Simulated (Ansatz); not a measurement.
# NiO (Fm-3m) in Ansatz: a series of runs

One crystal, NiO, is run at these levels: PBEsol, LDA; tasks: phonons, elastic constants.

All numbers are computed with Ansatz 0.2.0; they aren't measurements. Logs are shortened: lines on timing, memory, paths and dates and some standing lists are left out, and cuts for length are marked.

**What was measured.**

“Local correlations, non-local screening, multiplets, and band formation in NiO”, 2012, arxiv:1210.6675 quotes, for a bulk crystal of NiO: band gap 4.3 eV.

How close the calculation comes is told below.

## Step 1: The crystal as given

Symmetry: Fm-3m, No. 225, cubic system. Conventional cell: a = 4.172 Å, b = 4.172 Å, c = 4.172 Å, α = 90.00°, β = 90.00°, γ = 90.00°. Ni (site symmetry m-3m) has 6 O at 2.09 Å as nearest neighbours. O (site symmetry m-3m) has 6 Ni at 2.09 Å as nearest neighbours.

## Step 2: Phonons, PBEsol, collinear spin, ferromagnetic start

Input file input.yaml:

```yaml
crystal:
  lattice:
    - [0.0, 2.0859016414, 2.0859016414]
    - [2.0859016414, 0.0, 2.0859016414]
    - [2.0859016414, 2.0859016414, 0.0]
  atoms:
    - { symbol: Ni, position: [0.0, 0.0, 0.0], spin: 1.0 }
    - { symbol: O, position: [0.5, 0.5, 0.5] }
kpoints:
  mp_grid: { grid: [8, 8, 8] }
scf:
  occupations: { method: fermi_dirac, width: 0.05 }
hamiltonian:
  xc: pbesol
  pseudopotentials: { kind: all_electron, lapw: { basis_error: 0.001 } }
magnetization:
  spin_polarized: true
output: {}
phonons:
  method: fd
  supercell: [1, 1, 1]
```

Potentials or basis: all-electron LAPW, scalar-relativistic.

Launch:

```console
$ ansatz run input.yaml --threads 2 --pin off --max-ram 6144MiB --backend cpu --events-out ev --progress --plain --runs-dir out
```

Standard output:

```text
Warning: RAYON_NUM_THREADS=2 ignored (pool sized by the plan → 2); use --threads N
LAPW: plane waves up to 10.299 Å⁻¹, error target 1.0e-3 eV per atom; small_component_spin mean_spin; O in spheres of 0.913 Å, 8 of its electrons in bands, Dirac shells []; Ni in spheres of 1.111 Å, 18 of its electrons in bands, Dirac shells [] (how accurate: hamiltonian.pseudopotentials.lapw.basis_error, Limitations)
Engine: ansatz 0.2.0, aarch64-unknown-linux-gnu
Pseudopotentials: kind: all_electron
Pseudopotential: Ni, LAPW, valence charge 18, lapw/all_electron/scalar/gaussian/Ni, Koelling and Harmon's equation, gaussian nucleus
Pseudopotential: O, LAPW, valence charge 8, lapw/all_electron/scalar/gaussian/O, Koelling and Harmon's equation, gaussian nucleus
Functional definition: PBEsol
  exchange = pbesol_x
  correlation = pbesol_c
Crystal: 2 atoms, lattice volume = 18.151 Å³
Basis set: ecut = 404.1430520788752 eV, 331 PW (Γ), exchange–correlation at level 2
Bands: 18, of which v1, the nominal top of the filled ones, is band 13 counted from 1 (12 counted from 0)
Symmetry: 48 space group operations
Space group: Fm-3m (ITA 225), of the structure as read, at distance tolerance 2.6e-5 Å
Magnetic group: BNS 225.116 (UNI 1618), of the structure as read, at distance tolerance 2.6e-5 Å
k-points: 29 of 512
Non-local potential: Ni, projectors of the file, none
Non-local potential: O, projectors of the file, none
Initial density: superposition of atomic densities (chi_scale 0.1, normalization cell, long waves kept (reshape's long-wave potential 0.00 eV rms))
Starting moments: Σ|m| = 1 μB on 1 of 2 sites
Initial wavefunctions: plane waves of lowest kinetic energy (no species holds an atomic orbital)
Functional: x = pbesol(κ = 0.804, μ = 0.12345679012345678), c = pbesol(β = 0.046)
SCF 1 converged in 12 iterations: F = -43388.374580 eV  dr2 = 2.33e-9
a single point of the input's cell can leave the moments in the input for a lower state (scf.lower_state_search): this run first made a single point of its cell. This run's own SCFs start from the density of the state that the single point found, with the moments in the input. The single point stayed on the moments in the input.
Initial density: read from a saved state, or passed on in memory by an earlier SCF of this step, an earlier step, the calling program or the single point that the run made first
Stability of the state it starts from, as read at its close in the collinear treatment: not read negative (Ritz values of 1 − χ₀K, real part plus size of imaginary part, from 0.073 to 0.60, by its mixing steps under the symmetry group of the SCF that read it); its run was given moments
Starting moments: Σ|m| = 1 μB on 1 of 2 sites; this step starts from the density that it was given
iter 1 solved again at ethr=5.26e-9 eV; its pass at ethr=1.00e-1 eV (dr2=1.37e-6 eV) is discarded
[... 31 lines left out ...]
SCF iter   7: F=—  HF=-43388.374471 eV  |F-HF|=—  |Δ(HF+E_count)|=   9.90e-8  Δρ=3.24e-5 (↑1.83e-5 ↓3.24e-5)  dr2=2.75e-7  dr2_m=5.75e-8  M=1.583 μB ∫|m|=1.588 μB  β_m=0.72  ethr=7.23e-11  ⟨swp⟩=3.0  Hψ=6542  notcnv=0
SCF iter   8: F=—  HF=-43388.374471 eV  |F-HF|=—  |Δ(HF+E_count)|=   1.13e-7  Δρ=1.03e-5 (↑6.11e-6 ↓1.03e-5)  dr2=2.86e-8  dr2_m=5.78e-9  M=1.583 μB ∫|m|=1.589 μB  β_m=0.73  ethr=7.23e-11  ⟨swp⟩=3.0  Hψ=6631  notcnv=0
SCF iter   9: F=—  HF=-43388.374471 eV  |F-HF|=—  |Δ(HF+E_count)|=   8.37e-9  Δρ=1.62e-6 (↑1.11e-6 ↓1.62e-6)  dr2=6.69e-10  dr2_m=1.63e-10  M=1.583 μB ∫|m|=1.589 μB  β_m=0.75  ethr=7.23e-11  ⟨swp⟩=2.5  Hψ=5938  notcnv=0
SCF iter  10: F=-43388.374471 eV  HF=-43388.374471 eV  |F-HF|=8.73e-11  |Δ(HF+E_count)|=  7.28e-11  Δρ=4.70e-7 (↑2.64e-7 ↓4.70e-7)  dr2=3.40e-11  dr2_m=1.50e-11  M=1.583 μB ∫|m|=1.589 μB  ethr=5.56e-12 (applied; sched 2.57e-12)  ⟨swp⟩=2.0  Hψ=5836  notcnv=0
SCF 4 converged in 10 iterations: F = -43388.374471 eV  dr2 = 3.40e-11
SCF converged after 2 iterations
Magnetization: 1.5804 μB (13.7902 up, 12.2098 down)
Absolute magnetization: 1.5861 μB (∫|ρ↑−ρ↓|)
Spin contamination: 0.0077 ħ² per cell (⟨S²⟩ above its minimum at these occupations)
Per-site moments (μB) at R_I (Å): [(1.3181480166626276, 1.1107803789514286), (0.2451317677392444, 0.9125441830566858)]
Free energy (F): -43388.374580 eV
Harris-Foulkes:  -43388.374580 eV  (|F-HF|=3.27e-10)
Internal energy: -43388.359230 eV  (E = F + TS)
E sigma→0 (E₀):  -43388.366905 eV
Entropy (-TS):   -0.015350 eV (-7.675 meV/atom)
Fermi energy:    14.448554 eV
--- Per-component energies (eV) ---
  E_band       = -1304.857802
  E_kinetic    = 44039.578625
  E_xc         = -1920.705229
  E_electrostatic = -85507.232626  (all electrons and nuclei)
  E_smearing   = -0.015350  (= −TS)
  E_closure    = 0.000000  (closes the sum)
  E_atoms      = -43374.365027  (free atoms, spherical and without spin; not in F)
  Σ components = -43388.374580   (vs F -43388.374580, Δ=0.00e0)
  Basis errors (estimates in eV, not in F): energy 3.7e-4 per atom: plane waves 3.3e-4 (1.9e-4 summed), levels above the bands 3.9e-143, relativity 3.5e-8, radial functions 3.9e-5, core shells 8.0e-9; eigenvalues (radial functions only) 4.6e-7; not estimated: angular momenta, meshes, grids; target (lapw.basis_error) 1.0e-3; muffin-tin radii O 0.913 Å, Ni 1.111 Å
--- Forces (eV/Å), atoms counted from 1 ---
  atom   1  Ni    -0.00000000     0.00000000     0.00000000
  atom   2  O      0.00000000    -0.00000000     0.00000000
  max |Σ_I F_I| component: 5.21e-30 eV/Å
--- Band table (eV; the first three rows and the last of 58) ---
  k-point 0 ↑: bands = ["-490.7079", "-89.4295", "-49.9546", "-49.9546", "-49.9546", "-5.9665", "11.3485", "11.3485", "11.3485", "11.5269", "11.5269", "11.9200", "11.9200", "11.9200", "15.8768", "31.9932", "33.1668", "33.1668"]
  k-point 1 ↑: bands = ["-490.7079", "-89.4291", "-49.9593", "-49.9553", "-49.9553", "-5.7876", "10.0583", "10.2913", "10.2913", "11.9742", "11.9742", "12.2673", "12.6998", "12.6998", "16.8834", "29.3437", "32.5299", "32.5299"]
  k-point 2 ↑: bands = ["-490.7079", "-89.4281", "-49.9705", "-49.9568", "-49.9568", "-5.3211", "8.1658", "9.3530", "9.3530", "12.2498", "12.2498", "12.5952", "13.7913", "13.7913", "18.5907", "26.4589", "30.5940", "30.5940"]
  k-point 28 ↓: bands = ["-490.4826", "-87.8044", "-48.3946", "-48.3946", "-48.3855", "-3.9288", "8.5226", "8.5226", "9.1036", "13.4761", "13.4761", "13.8637", "14.5539", "15.3015", "23.3189", "25.2631", "25.2631", "28.0465"]
--- Phonons: 2 displaced members + reference (amplitude 0.01 Å, Σ member SCF iterations 20) ---
  symmetry images taken by strict's conditions (phonons.symmetry_images: auto; settled by no image being taken that strict refuses)
  ASR residual: 9.349e-5 → 0.000e0 eV/Å²; symmetrization residual: 8.994e-5 eV/Å²
  largest component of a force at the reference: 5.3e-30 eV/Å
  ASR residual per site (eV/Å²): 5.32e-5 9.35e-5
  Γ frequencies (cm⁻¹): 0.00 0.00 0.00 216.76 216.76 216.76
  density of states and harmonic sums: on the 25×25×25 q-mesh, interpolated from the force constants of a 1×1×1 supercell (no non-analytic term)
  largest difference from the sums on the solved wave vectors: F 5.62e-1 eV, S 8.21e-4 and C_V 2.59e-4 eV/K
  zero-point energy: 0.053159 eV/cell   skipped modes (ω ≤ 0): 3   left out of the sums: 3.20e-5 of the cell's modes: C_V's classical limit lies that fraction below 3 k_B per atom; for a crystal, a wire or a layer, F and S can be off by more, and a phonons.interpolated_qmesh denser along its periods is the remedy for the sampling
```

phdos.tsv:

```text
# omega_inv_cm	omega_thz	g_bin_mean(omega)[modes/inv_cm]
# format = ansatz-phdos/2
# interpolated_qmesh = 25 25 25
# force_constants_supercell = 1 1 1
# lo_to_splitting: not included (the non-analytic LO-TO correction is not applied to the interpolated dynamical matrix; polar crystals: no LO-TO splitting at GAMMA, and LO and other optical branches, acoustic branches and sound speeds, and with them the density of states and the thermodynamics, can be off between the wave vectors that the force constants were sampled on, most near GAMMA; a larger extent of the force constants narrows that region and is not shown to mend the acoustic slopes)
# g_bin_mean(omega): the modes in a bin one row spacing wide, centred on omega, divided by that spacing. A flat band (one whose frequency is the same at every q-point) is counted whole in the row whose bin holds it (on the edge of two bins, in the lower row). The modes of the run's own cell are the sum of g_bin_mean times the row spacing in inv_cm (a plain sum, not the trapezoid rule); for a one-atom cell on a GAMMA-only q-mesh every row is zero, so that sum is 0, not 3
0.000000	0.000000	1.126439e-8
0.433524	0.012997	2.928742e-7
0.867048	0.025993	1.103910e-6
1.300572	0.038990	2.455637e-6
1.734096	0.051987	4.348055e-6
2.167619	0.064984	6.781164e-6
[... 493 lines left out ...]
216.328426	6.485363	5.876518e-3
216.761950	6.498360	5.717399e-4
```

phthermo.tsv:

```text
# format = ansatz-phthermo/1
# interpolated_qmesh = 25 25 25
# force_constants_supercell = 1 1 1
# non_analytic_term = not included (the non-analytic LO-TO correction is not applied to the interpolated dynamical matrix; polar crystals: no LO-TO splitting at GAMMA, and LO and other optical branches, acoustic branches and sound speeds, and with them the density of states and the thermodynamics, can be off between the wave vectors that the force constants were sampled on, most near GAMMA; a larger extent of the force constants narrows that region and is not shown to mend the acoustic slopes)
# zero_point_energy_ev = 5.3159063905e-2
# n_skipped_modes = 3
# share_of_modes_left_out = 3.2000000000e-5
# rigid_motions_known_by = geometry
# t_k	f_vib_ev	s_ev_per_k	c_v_ev_per_k
0.0000	5.3159063905e-2	0.0000000000e0	0.0000000000e0
10.0000	5.3157745731e-2	5.7735231131e-7	1.9221602262e-6
20.0000	5.3130076426e-2	6.6397656203e-6	2.3738420718e-5
30.0000	5.2981664936e-2	2.5179026835e-5	7.3712217611e-5
40.0000	5.2591947427e-2	5.4068298116e-5	1.2971629098e-4
50.0000	5.1880973894e-2	8.8818288814e-5	1.8301834542e-4
[... 93 lines left out ...]
990.0000	-8.4844198411e-1	1.3761709563e-3	5.1489311876e-4
1000.0000	-8.6222961197e-1	1.3813460180e-3	5.1493536443e-4
```

Run time: 78 s. Hardware: 2 threads of Arm Neoverse N1, shared host; peak memory 0.42 GiB.

Results:

```
Free energy                   : -43388.3746 eV
Band gap on the k mesh        : none (metal or under the smearing width)
Net moment                    : 1.58 μB per cell
Absolute moment               : 1.59 μB per cell
Site moments                  : Ni +1.32; O +0.25 μB
Highest phonon frequency at Γ : 217 cm⁻¹
```

Phonon frequencies in cm⁻¹ (negative: imaginary):
```
              q point        frequencies
(0.000, 0.000, 0.000)  0 0 0 217 217 217
```

Caveat: the k mesh is thin for a metal, which can move the energy by tens of meV per atom; a metal's response needs a denser mesh; a cell with one magnetic atom can't hold antiferromagnetic order, which such compounds often take; semilocal functionals often make such compounds metallic where correlation or magnetic order opens a gap, which also shifts bond lengths.

## Step 3: Elastic constants, LDA, collinear spin, ferromagnetic start

input.yaml: that of step 2 with these lines changed.

```diff
@@ -13,3 +13,3 @@
 hamiltonian:
-  xc: pbesol
+  xc: lda
   pseudopotentials: { kind: all_electron, lapw: { basis_error: 0.001 } }
@@ -17,5 +17,7 @@
   spin_polarized: true
-output: {}
-phonons:
-  method: fd
-  supercell: [1, 1, 1]
+output:
+  forces: true
+  stress: true
+elastic:
+  mode: relaxed_ion
+  stencil: two_point
```

Potentials or basis: all-electron LAPW, scalar-relativistic.

Launch:

```console
$ ansatz run input.yaml --threads 2 --pin off --max-ram 6144MiB --backend cpu --events-out ev --progress --plain --runs-dir out
```

Wall time 1.8 min (2 threads of Arm Neoverse N1, shared host); peak memory 0.55 GiB.

Results (log left out):

- Free energy: -43351.2808 eV
- Pressure: -19.0 GPa
- Band gap on the k mesh: none (metal or under the smearing width)
- Net moment: 0.72 μB per cell
- Absolute moment: 0.72 μB per cell
- Site moments: Ni +0.60; O +0.10 μB
- Elastic constants C11, C12, C44: 210, 148, 51 GPa
- Voigt bulk modulus: 169 GPa

Levels at points of the mesh, in eV from the Fermi level:
Spin up:
```tsv
k point	band 11	band 12	band 13	band 14	band 15	band 16	band 17	band 18
(0.00, 0.00, 0.00)	-2.03	-2.03	-2.03	-2.03	1.62	17.72	18.92	18.92
(0.00, 0.00, -0.50)	-1.22	-0.81	0.98	0.98	5.56	9.89	13.96	13.96
(0.00, -0.50, -0.50)	-1.64	-1.07	-0.93	-0.93	6.18	10.41	12.36	16.49
```
Spin down:
| k point | band 11 | band 12 | band 13 | band 14 | band 15 | band 16 |
| --- | --- | --- | --- | --- | --- | --- |
| (0.00, 0.00, 0.00) | -1.62 | -1.62 | -1.21 | -1.21 | 1.76 | 17.73 |
| (0.00, 0.00, -0.50) | -0.74 | -0.38 | 1.65 | 1.65 | 5.65 | 10.10 |
| (0.00, -0.50, -0.50) | -0.80 | -0.47 | -0.47 | -0.23 | 6.35 | 10.56 |

Elastic tensor in Voigt notation (GPa, in the Cartesian axes of the cell as first typed):
```
210 148 148   0   0   0
148 210 148   0   0   0
148 148 210   0   0   0
  0   0   0  51   0   0
  0   0   0   0  51   0
  0   0   0   0   0  51
```

Caveat: the k mesh is thin for a metal, which can move the energy by tens of meV per atom; a metal's response needs a denser mesh; the cell is more than 3 GPa from zero pressure, which shifts response properties; elastic constants of metals need much finer meshes, so these are rough; so large a pressure means that the cell lies far from this level's equilibrium, or that cutoff or potentials fall short; a cell with one magnetic atom can't hold antiferromagnetic order, which such compounds often take; semilocal functionals often make such compounds metallic where correlation or magnetic order opens a gap, which also shifts bond lengths.

## Step 4: How close it comes

Step 2. Against the measured gap of NiO, 4.3 eV (quoted in “Local correlations, non-local screening, multiplets, and band formation in NiO”, 2012, arxiv:1210.6675), the calculated 0.00 eV is off by -4.30 eV. So large a miss can be the level of theory's own, or it may mean another phase, state or a wrong row. The value is that of PBEsol on a finite k mesh, which can miss the band edges, without temperature or zero-point motion. Semilocal functionals fall short of measured gaps as a rule. The run's magnetic order (collinear spin, ferromagnetic start) needn't be the measured crystal's.

Step 3. Measured gap of NiO: 4.3 eV (quoted in “Local correlations, non-local screening, multiplets, and band formation in NiO”, 2012, arxiv:1210.6675). This calculation gives 0.00 eV (-4.30 eV). So large a miss can be the level of theory's own, or it may mean another phase, state or a wrong row. The value is that of LDA on a finite k mesh, which can miss the band edges, without temperature or zero-point motion. Semilocal functionals fall short of measured gaps as a rule. The run's magnetic order (collinear spin, ferromagnetic start) needn't be the measured crystal's.
